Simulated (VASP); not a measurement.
VASP inputs for AlN (strained rocksalt)

INCAR

```
LCHARG = .TRUE.
SIGMA = 0.01
LASPH = .TRUE.
NBANDS = 11
NELM = 120
LELF = .TRUE.
ISMEAR = 0
EDIFF = 1E-7
IBRION = -1
METAGGA = R2SCAN
LWAVE = .FALSE.
NSW = 0
ENCUT = 520
LREAL = .FALSE.
ISIF = 2
ALGO = Normal
PREC = Accurate
```

KPOINTS

```
KPOINTS created by Atomic Simulation Environment
0
Gamma
10 10 10
0 0 0
```

KPOINTS_OPT

```
special points
7
Reciprocal
0.0000000000 0.0000000000 0.0000000000 1
0.5000000000 0.0000000000 0.5000000000 1
0.6250000000 0.2500000000 0.6250000000 1
0.3750000000 0.3750000000 0.7500000000 1
0.5000000000 0.5000000000 0.5000000000 1
0.5000000000 0.2500000000 0.7500000000 1
0.0000000000 0.5000000000 0.5000000000 1
```

POSCAR

```
Al N
 1.0000000000000000
     0.0000000000000000    2.0188684453999999    2.0188684453999999
     2.0087741031999999    0.0000000000000000    2.0188684453999999
     2.0087741031999999    2.0188684453999999    0.0000000000000000
 Al  N
   1   1
Cartesian
  0.0000000000000000  0.0000000000000000  0.0000000000000000
  2.0087741032000004  2.0188684453999999  2.0188684453999999
```

VASP ran with the recommended PBE PAW datasets (8 valence electrons in the cell).

**Question.** Estimate the main results of this run.

**Answer.** gap between bands v and c 5.53 eV; least direct gap 6.64 eV; pressure 0.6 GPa.

Band v is the last that the valence electrons fill when counted band by band, and c is the next. Levels in eV from the top of v:

| point | v−1 | v | c | c+1 |
| --- | --- | --- | --- | --- |
| Γ | 0.00 | 0.00 | 6.64 | 12.91 |
| X | -2.95 | -2.89 | 5.58 | 5.97 |
| K | -5.59 | -2.41 | 6.77 | 10.23 |
| L | -1.20 | -1.18 | 6.96 | 11.91 |
| W | -5.88 | -4.02 | 9.16 | 11.74 |
